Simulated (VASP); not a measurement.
# GaP (F-43m) in VASP: a series of runs

The runs below take GaP through single point, relaxation of cell and atoms, with RPBE, PBE, HSE03.

Program: VASP 6.6.1. These are calculated values, not measurements. Logs are shortened: lines on timing, memory, paths and dates and some standing lists are left out, and cuts for length are marked.

**The experiment to reproduce.**

From “Stacking defects in GaP nanowires: Electronic structure and optical properties”, 2018, arxiv:1810.01194, for a bulk crystal of GaP at 10 K: band gap 2.34 eV (indirect).

The results are compared with them further down.

### Step 1. Starting point

The structure is cubic, space group F-43m (No. 216). Conventional cell: a = 5.451 Å, b = 5.451 Å, c = 5.451 Å, α = 90.00°, β = 90.00°, γ = 90.00°. Around Ga (site symmetry -43m) lie 4 P at 2.36 Å. P (site symmetry -43m) has 4 Ga at 2.36 Å as nearest neighbours.

### Step 2. Single point, RPBE

Contents of run.py:

```python
from ase.calculators.vasp import Vasp
from ase.dft.bandgap import bandgap
from ase.spacegroup import crystal

atoms = crystal(
    ['Ga', 'P'],
    basis=[[0.0, 0.0, 0.0], [0.25, 0.25, 0.25]],
    spacegroup=216,
    setting=1,
    cellpar=[5.4505, 5.4505, 5.4505, 90.0, 90.0, 90.0],
    primitive_cell=True,
)
calc = Vasp(
    directory='calc',
    xc='rpbe',
    pp='PBE',
    setups='recommended',
    prec='Accurate',
    encut=520,
    ediff=1e-06,
    ismear=0,
    sigma=0.1,
    lreal=False,
    lasph=True,
    nelm=80,
    algo='Normal',
    isif=2,
    lwave=False,
    lcharg=False,
    kpts=[8, 8, 8],
    gamma=True,
    nbands=16,
)
atoms.calc = calc

print('energy (eV):', atoms.get_potential_energy())
print('free energy (eV):', atoms.get_potential_energy(force_consistent=True))
print('forces (eV/A):')
print(atoms.get_forces())
print('stress (eV/A^3, Voigt):', atoms.get_stress())
print('Fermi level (eV):', calc.get_fermi_level())
gap, top, bottom = bandgap(calc)
print('band gap (eV):', gap, 'from (spin, k, band)', top, 'to', bottom)
```

Potentials or basis: VASP PAW PBE potentials, release 64 (Ga_d, P).

Started as:

```sh
$ python run.py
```

Standard output:

```text
energy (eV): -8.42920861
free energy (eV): -8.42920861
forces (eV/A):
[[ 0.  0.  0.]
 [-0. -0. -0.]]
stress (eV/A^3, Voigt): [-0.0277206 -0.0277206 -0.0277206  0.         0.         0.       ]
Fermi level (eV): 5.24103036
band gap (eV): 1.7281000000000004 from (spin, k, band) (0, np.int64(0), np.int64(8)) to (0, np.int64(17), np.int64(9))
```

OUTCAR:

```text
ENCUT = 520.000000
   EDIFF = 1.00e-06
   GGA = RP
   PREC = Accurate
   ISIF = 2
   ISMEAR = 0
   NELM = 80
   LASPH = .TRUE.
   LREAL = .FALSE.

 ion  position               nearest neighbor table
   1  0.000  0.000  0.000-   2 2.36   2 2.36   2 2.36   2 2.36
   2  0.250  0.250  0.250-   1 2.36   1 2.36   1 2.36   1 2.36

  LATTYP: Found a face centered cubic cell.
 ALAT       =     5.4505000000

  Lattice vectors:

 A1 = (   0.0000000000,   2.7252500000,   2.7252500000)
 A2 = (   2.7252500000,   0.0000000000,   2.7252500000)
 A3 = (   2.7252500000,   2.7252500000,   0.0000000000)

Analysis of symmetry for initial positions (statically):
=====================================================================
 Subroutine PRICEL returns:
 Original cell was already a primitive cell.

 Routine SETGRP: Setting up the symmetry group for a
 face centered cubic supercell.

 Subroutine GETGRP returns: Found 24 space group operations
 (whereof 24 operations were pure point group operations)
 out of a pool of 48 trial point group operations.

The static configuration has the point symmetry T_d .

Analysis of symmetry for dynamics (positions and initial velocities):
=====================================================================
 Subroutine PRICEL returns:
 Original cell was already a primitive cell.

 Routine SETGRP: Setting up the symmetry group for a
 face centered cubic supercell.

 Subroutine GETGRP returns: Found 24 space group operations
 (whereof 24 operations were pure point group operations)
 out of a pool of 48 trial point group operations.

The dynamic configuration has the point symmetry T_d .

 Subroutine INISYM returns: Found 24 space group operations
 (whereof 24 operations are pure point group operations),
 and found     1 'primitive' translations

----------------------------------------------------------------------------------------

                                     Primitive cell

  volume of cell :      40.4808

  direct lattice vectors                    reciprocal lattice vectors
     0.000000000  2.725250000  2.725250000    -0.183469406  0.183469406  0.183469406
     2.725250000  0.000000000  2.725250000     0.183469406 -0.183469406  0.183469406
     2.725250000  2.725250000  0.000000000     0.183469406  0.183469406 -0.183469406

  length of vectors
     3.854085511  3.854085511  3.854085511     0.317778334  0.317778334  0.317778334

  position of ions in fractional coordinates (direct lattice)
     0.000000000  0.000000000  0.000000000
     0.250000000  0.250000000  0.250000000

  ion indices of the primitive-cell ions
   primitive index   ion index
                 1           1
                 2           2

----------------------------------------------------------------------------------------

 KPOINTS: KPOINTS created by Atomic Simulation Env

Automatic generation of k-mesh.
 Grid dimensions read from file:
 generate k-points for:    8    8    8

 Generating k-lattice:

  Cartesian coordinates                     Fractional coordinates (reciprocal lattice)
    -0.022933676  0.022933676  0.022933676     0.125000000  0.000000000  0.000000000
     0.022933676 -0.022933676  0.022933676     0.000000000  0.125000000  0.000000000
     0.022933676  0.022933676 -0.022933676     0.000000000  0.000000000  0.125000000

  Length of vectors
     0.039722292  0.039722292  0.039722292

  Shift w.r.t. Gamma in fractional coordinates (k-lattice)
     0.000000000  0.000000000  0.000000000

 Subroutine IBZKPT returns following result:
 ===========================================

 Found     29 irreducible k-points:

 Following reciprocal coordinates:
            Coordinates               Weight
  0.000000  0.000000  0.000000      1.000000
  0.125000  0.000000  0.000000      8.000000
  0.250000  0.000000  0.000000      8.000000
  0.375000  0.000000  0.000000      8.000000
  0.500000  0.000000  0.000000      4.000000
  0.125000  0.125000  0.000000      6.000000
[... 21 lines left out ...]
 -0.375000  0.500000  0.125000     12.000000
 -0.250000  0.500000  0.250000      6.000000
   k-points           NKPTS =     29   k-points in BZ     NKDIM =     29   number of bands    NBANDS=     16
   number of dos      NEDOS =    301   number of ions     NIONS =      2
   total plane-waves  NPLWV =  27000
   dimension x,y,z NGX =    30 NGY =   30 NGZ =   30
   dimension x,y,z NGXF=    60 NGYF=   60 NGZF=   60
   ions per type =               1   1
   NGX,Y,Z   is equivalent  to a cutoff of  12.94, 12.94, 12.94 a.u.
   NGXF,Y,Z  is equivalent  to a cutoff of  25.88, 25.88, 25.88 a.u.
 SYSTEM =  unknown system
   PREC   = accura    normal or accurate (medium, high low for compatibility)
   ISTART =      0    job   : 0-new  1-cont  2-samecut
   ICHARG =      2    charge: 1-file 2-atom 10-const
   ISPIN  =      1    spin polarized calculation?
   LNONCOLLINEAR =      F non collinear calculations
   LSORBIT =      F    spin-orbit coupling
   LASPH  =      T    aspherical Exc in radial PAW
   ENCUT  =  520.0 eV  38.22 Ry    6.18 a.u.   7.17  7.17  7.17*2*pi/ulx,y,z
   NELM   =     80;   NELMIN=  2; NELMDL= -5     # of ELM steps
   EDIFF  = 0.1E-05   stopping-criterion for ELM
   LREAL  =      F    real-space projection
   EDIFFG = 0.1E-04   stopping-criterion for IOM
   NSW    =      0    number of steps for IOM
   IBRION =     -1    ionic relax: 0-MD 1-quasi-New 2-CG
   NFREE  =      0    steps in history (QN), initial steepest desc. (CG)
   ISIF   =      2    stress and relaxation
   ISYM   =      2    0-nonsym 1-usesym 2-fastsym
   POTIM  = 0.5000    time-step for ionic-motion
   TEBEG  =    0.0;   TEEND  =   0.0 temperature during run
   PSTRESS=    0.0 pullay stress
   NELECT =      18.0000    total number of electrons
   NUPDOWN=      -1.0000    fix difference up-down
   EMIN   =  10.00;   EMAX   =-10.00  energy-range for DOS
   EFERMI =   0.00;   METHOD = LEGACY
   ISMEAR =     0;   SIGMA  =   0.10  broadening in eV -4-tet -1-fermi 0-gaus
   EFERMI_NEDOS =   21; number of points for ismear=-14 and -15
   IALGO  =     38    algorithm
   IMIX   =      4    mixing-type and parameters
     AMIX     =   0.40;   BMIX     =  1.00
     AMIX_MAG =   1.60;   BMIX_MAG =  1.00
  volume/ion in A,a.u.               =      20.24       136.59
  Fermi-wavevector in a.u.,A,eV,Ry     =   1.249538  2.361284 21.243377  1.561344
  Thomas-Fermi vector in A             =   2.383574
   LORBIT       =      0    0 simple, 1 ext, 2 COOP (PROOUT), +10 PAW based schemes
   GGA     = RP    functional components
   LHFCALC =     F    Hartree Fock is set to
   AEXX    =    0.0000 exact exchange contribution
   IVDW    =     0    specifies the selected vdW correction
   LEPSILON=     F    determine dielectric tensor
   LRPA    =     F    only Hartree local field effects (RPA)
 non-spin polarized calculation
 Gauss-broadening in eV      SIGMA  =   0.10
  energy-cutoff  :      520.00
  volume of cell :       40.48
 maximum number of plane-waves:      1106
 NGX is ok and might be reduce to    30
   NGX = 15   NGY = 15   NGZ = 15

 number of electron      17.9999989 magnetization

 Free energy of the ion-electron system (eV)
  ---------------------------------------------------
  ext. energy  EPLUGINS =         0.00000000
  ---------------------------------------------------
  free energy    TOTEN  =        -8.42920861 eV

  energy without entropy =       -8.42920861  energy(sigma->0) =       -8.42920861

 E-fermi :   5.2410     XC(G=0):  -9.6641

 val. band max:        4.7440315006   @ k =   0.0000   0.0000   0.0000
 cond. band min:       6.4721168674   @ k =   0.3750   0.3750   0.0000
 fundamental gap:      1.7280853668
 Fermi energy:         5.2410303591

 k-point     1 :       0.0000    0.0000    0.0000
  band No.  band energies     occupation
      1      -9.7956      2.00000
      2      -9.7956      2.00000
      3      -9.7956      2.00000
      4      -9.6960      2.00000
      5      -9.6960      2.00000
      6      -7.7175      2.00000
[... 8 lines left out ...]
     15      14.4904      0.00000
     16      14.4904      0.00000
[... 514 lines left out ...]
 k-point    29 :      -0.2500    0.5000    0.2500
  band No.  band energies     occupation
      1      -9.8941      2.00000
      2      -9.7571      2.00000
      3      -9.7359      2.00000
      4      -9.7110      2.00000
      5      -9.6872      2.00000
      6      -4.6781      2.00000
[... 8 lines left out ...]
     15      16.6249      0.00000
     16      18.4866      0.00000

------------------------ aborting loop because EDIFF is reached ----------------------------------------

  FORCE on cell =-STRESS in cart. coord.  units (eV):
  Direction    XX          YY          ZZ          XY          YZ          ZX
  --------------------------------------------------------------------------------------
  -------------------------------------------------------------------------------------
  Total        1.1221514      1.1221514      1.1221514      0.0000000      0.0000000     -0.0000000
  in kB       44.4132957     44.4132957     44.4132957      0.0000000      0.0000000     -0.0000000
  external PRESSURE =      44.4132957 kB  Pullay stress =       0.0000000 kB

 VOLUME and BASIS-vectors are now :
 -----------------------------------------------------------------------------
  energy-cutoff  :      520.00
  volume of cell :       40.48
      direct lattice vectors                 reciprocal lattice vectors
     0.000000000  2.725250000  2.725250000    -0.183469406  0.183469406  0.183469406
     2.725250000  0.000000000  2.725250000     0.183469406 -0.183469406  0.183469406
     2.725250000  2.725250000  0.000000000     0.183469406  0.183469406 -0.183469406

 POSITION                                       TOTAL-FORCE (eV/Angst)
 -----------------------------------------------------------------------------------
      0.00000      0.00000      0.00000         0.000000      0.000000      0.000000
      1.36262      1.36262      1.36262        -0.000000     -0.000000     -0.000000
 -----------------------------------------------------------------------------------
    total drift:                                0.000002      0.000002      0.000002

  FREE ENERGIE OF THE ION-ELECTRON SYSTEM (eV)
  ---------------------------------------------------
  free  energy   TOTEN  =        -8.4292086086 eV

  energy  without entropy=       -8.4292086086  energy(sigma->0) =       -8.42920861
```

INCAR:

```text
ENCUT = 520.000000
SIGMA = 0.100000
EDIFF = 1.00e-06
ALGO = Normal
GGA = RP
PREC = Accurate
ISIF = 2
ISMEAR = 0
NBANDS = 16
NELM = 80
LASPH = .TRUE.
LCHARG = .FALSE.
LWAVE = .FALSE.
LREAL = .FALSE.
```

Run time: 22 s. Hardware: 1 thread of Intel Xeon 6975P-C (Granite Rapids), shared host; peak memory 0.16 GiB.

Results:

* Free energy: -8.4292 eV
* Pressure: 4.4 GPa
* Band gap on the k mesh: 1.73 eV, indirect (least direct gap 1.96 eV)

Caveat: the PAW data sets were made with another functional, which shifts forces and pressure a little.

### Step 3. Single point, PBE

Contents of INCAR:

```
SYSTEM = GaP
PREC = Accurate ; ENCUT = 520
EDIFF = 1E-6 ; ISMEAR = 0
SIGMA = 0.018000000000000002 ; LREAL = .FALSE.
LASPH = .TRUE. ; NELM = 60
ALGO = Normal ; ISIF = 2
LWAVE = .FALSE. ; LCHARG = .FALSE.
GGA = PE
```

Contents of KPOINTS:

```
Automatic mesh
0
G
  8 8 8
  0 0 0
```

Contents of POSCAR:

```
GaP
1.0
    0.0000000000      2.7252500000      2.7252500000
    2.7252500000      0.0000000000      2.7252500000
    2.7252500000      2.7252500000      0.0000000000
Ga P
1 1
Direct
    0.0000000000      0.0000000000      0.0000000000
    0.7500000000      0.7500000000      0.7500000000
```

Potentials or basis: VASP PAW PBE potentials, release 64 (Ga_d, P).

Started as:

```sh
$ cat potpaw_PBE.64/Ga_d/POTCAR potpaw_PBE.64/P/POTCAR > POTCAR
$ mpirun -np 1 vasp_std > vasp.out
```

Wall time 10 s (1 thread of Intel Xeon Platinum 8488C (Sapphire Rapids), shared host); peak memory 0.17 GiB.

The run converged. Its results:

```yaml
Free_energy: -9.1161 eV
Pressure: 2.4 GPa
Band_gap_on_the_k_mesh: 1.64 eV, indirect (least direct gap 1.83 eV)
```

Levels at points of the mesh, in eV from the valence-band top:
```tsv
k point	band 6	band 7	band 8	band 9	band 10	band 11	band 12	band 13
(0.00, 0.00, 0.00)	-12.49	0.00	0.00	0.00	1.83	3.89	3.89	3.89
(0.50, 0.00, 0.00)	-10.43	-6.63	-1.12	-1.12	1.67	4.72	4.72	8.29
(0.50, 0.50, 0.00)	-9.53	-6.75	-2.68	-2.68	1.65	1.82	10.60	10.60
```

### Step 4. Relaxation of cell and atoms, HSE03

POSCAR is that of step 3.

Contents of INCAR.step1:

```
ALGO = Normal
EDIFF = 1E-5
ENCUT = 600
GGA = PE
ISMEAR = -1
LASPH = True
LCHARG = False
LREAL = False
LWAVE = True
NELM = 80
PREC = Accurate
SIGMA = 0.05
```

Contents of INCAR.step2:

```
ALGO = Normal
EDIFF = 1E-6
EDIFFG = -0.005
ENCUT = 600
GGA = PE
HFSCREEN = 0.3
IBRION = 2
ISIF = 3
ISMEAR = -1
ISTART = 1
LASPH = True
LCHARG = False
LHFCALC = True
LREAL = False
LWAVE = False
NELM = 80
NSW = 40
PREC = Accurate
PRECFOCK = Fast
SIGMA = 0.05
```

Contents of KPOINTS:

```
k-points
0
Gamma
  4 4 4
```

Started as:

```sh
$ cat potpaw_PBE.64/Ga_d/POTCAR potpaw_PBE.64/P/POTCAR > POTCAR
$ cp INCAR.step1 INCAR
$ mpirun -np 1 vasp_std > vasp.out
$ cp INCAR.step2 INCAR
$ mpirun -np 1 vasp_std > vasp.out
```

Run time: 8 min. Hardware: 1 thread of Intel Xeon Platinum 8488C (Sapphire Rapids), shared host; peak memory 0.29 GiB.

The run converged. Its results:

```yaml
Free_energy: -10.3544 eV
Relaxed_volume: 20.52 Å³/atom
Relaxed_cell: a = 3.872 Å, b = 3.872 Å, c = 3.872 Å, α = 60.00°, β = 60.00°, γ = 60.00°
Space_group_after_relaxing_to_0.05_Å: F-43m (No. 216)
Energy_gained_by_relaxing: 1.0 meV/atom
Ionic_steps: 5
Pressure_after_relaxing: 0.0 GPa
Band_gap_on_the_k_mesh: 2.16 eV, indirect (least direct gap 2.52 eV)
```

Step by step:
```csv
step,energy change (eV),largest force (eV/Å),pressure (GPa),volume (Å³)
1,0.0000,0.0000,1.23,40.48
2,-0.0012,0.0000,-0.80,41.40
3,-0.0020,0.0000,0.06,41.03
4,-0.0020,0.0000,-0.12,41.06
5,-0.0020,0.0000,0.02,41.04
```

Final structure:
```cif
data_structure
_symmetry_space_group_name_H-M 'P 1'
_symmetry_Int_Tables_number 1
_cell_length_a 3.8718
_cell_length_b 3.8718
_cell_length_c 3.8718
_cell_angle_alpha 60.000
_cell_angle_beta 60.000
_cell_angle_gamma 60.000
_cell_volume 41.04
loop_
_atom_site_label
_atom_site_type_symbol
_atom_site_fract_x
_atom_site_fract_y
_atom_site_fract_z
_atom_site_occupancy
Ga1 Ga 0.00000 0.00000 0.00000 1
P1 P 0.75000 0.75000 0.75000 1
```

Levels at points of the mesh, in eV from the valence-band top:
| k point | band 5 | band 6 | band 7 | band 8 | band 9 | band 10 | band 11 | band 12 | band 13 |
| --- | --- | --- | --- | --- | --- | --- | --- | --- | --- |
| (0.00, 0.00, 0.00) | -16.87 | -13.54 | 0.00 | 0.00 | 0.00 | 2.52 | 4.58 | 4.58 | 4.58 |
| (0.50, 0.00, 0.00) | -16.86 | -11.37 | -7.04 | -1.17 | -1.17 | 2.30 | 5.42 | 5.42 | 9.03 |
| (0.50, 0.50, 0.00) | -16.85 | -10.42 | -7.17 | -2.83 | -2.83 | 2.16 | 2.41 | 11.70 | 11.70 |

Caveat: the k mesh is coarse (spacing up to 0.50 Å⁻¹), so the values aren't converged, least of all with exact exchange; the PAW data sets were made with another functional, which shifts forces and pressure a little.

### Step 5. Overview

```csv
task,level,cell,k mesh,cutoff (eV),smearing,grid for exact exchange (PRECFOCK),mesh quality,gap on the mesh (eV),pressure (GPa)
single point,RPBE,as given,8 × 8 × 8,520,gaussian 0.1 eV,-,not flagged,1.73,4.4
single point,PBE,as given,8 × 8 × 8,520,gaussian 0.018 eV,-,not flagged,1.64,2.4
relaxation of cell and atoms,HSE03,relaxed,4 × 4 × 4,600,fermi-dirac 0.05 eV,Fast,coarse,2.16,0.0
```

Alike in all rows: potentials or basis VASP PAW PBE potentials, release 64 (Ga_d, P); no spin polarisation.

Caveats: some runs use coarse meshes; the PAW data sets were made with another functional, which shifts forces and pressure a little (some runs).

Total energies depend on the potentials used, so only differences within one code and one set of settings carry meaning.

### Step 6. Comparison with measurements

Step 2. Against the measured gap of GaP, 2.34 eV (indirect; 10 K; quoted in “Stacking defects in GaP nanowires: Electronic structure and optical properties”, 2018, arxiv:1810.01194), the calculated 1.73 eV is off by -0.61 eV. Spin-orbit coupling on Ga is left out. The value is that of RPBE on a finite k mesh, which can miss the band edges, without temperature or zero-point motion. Semilocal functionals fall short of measured gaps as a rule.

Step 3. Against the measured gap of GaP, 2.34 eV (indirect; 10 K; quoted in “Stacking defects in GaP nanowires: Electronic structure and optical properties”, 2018, arxiv:1810.01194), the calculated 1.64 eV is off by -0.70 eV. Spin-orbit coupling on Ga is left out. The value is that of PBE on a finite k mesh, which can miss the band edges, without temperature or zero-point motion. Semilocal functionals fall short of measured gaps as a rule.
